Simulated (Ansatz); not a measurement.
## Property card for Bi

Computed with DFT PBEsol, scalar-relativistic, plane waves, PAW in Ansatz.

Cutoff 420 eV; k points 12×12×12 on the computed 2-atom cell (Γ-centred); Gaussian smearing, width 0.10 eV; no spin polarisation.

The structure is relaxed at this level of theory with its symmetry kept.

```yaml
crystal:
  lattice:
    - [2.26226, 1.30612, 3.88430]
    - [-2.26226, 1.30612, 3.88430]
    - [0.00000, -2.61224, 3.88430]
  atoms:
    - { symbol: Bi, position: [0.23670, 0.23670, 0.23670] }
    - { symbol: Bi, position: [0.76330, 0.76330, 0.76330] }
```

| Item | Value |
| --- | --- |
| Space group | R-3m (No. 166) |
| Volume per atom | 34.43 Å³ |
| Formation energy from the elements' standard states (uncorrected) | -0.002 eV/atom |
| Kohn–Sham band gap | none (metal) |
| Density of states at the Fermi level | 0.03 states/eV per cell (so small that it hangs on the mesh: a semimetal, or crossings between mesh points) |
| Löwdin character within 0.5 eV of the Fermi level | Bi 6p 88 %, Bi 6s 9 % |
| Bulk modulus | 38 GPa |
| Its pressure derivative | 7.0 |
| Bader charges (e) | Bi (2 in the cell) 0.00 |

Spin-orbit coupling is left out, which matters for the bands of heavy elements.